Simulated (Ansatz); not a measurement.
Rough cost of magnetic runs on Ni (I4/mmm) in Ansatz 0.2.0, 3 threads of Arm Neoverse V2, on a shared host.

```yaml
crystal:
  lattice:
    - [-1.33769, 1.33769, 1.48058]
    - [1.33769, -1.33769, 1.48058]
    - [1.33769, 1.33769, -1.48058]
  atoms:
    - { symbol: Ni, position: [0.00000, 0.00000, 0.00000] }
```

```
                                                                                          run  functional, mesh  k points solved  bands  iterations  wall time (s)  peak memory (GiB)
      PAW: stretched by 7 % along z at fixed volume; spin–orbit coupling, moments along [001]     PBE, 13×13×13              196     26          14            6.7               0.42
LAPW: stretched by 7 % along z at fixed volume; collinear moments without spin–orbit coupling     PBE, 13×13×13              196     14          13             19               0.63
      PAW: stretched by 7 % along z at fixed volume; spin–orbit coupling, moments along [100]     PBE, 13×13×13              343     26          14             11               0.49
 PAW: stretched by 7 % along z at fixed volume; collinear moments without spin–orbit coupling     PBE, 13×13×13              196     14          15              3                0.3
```
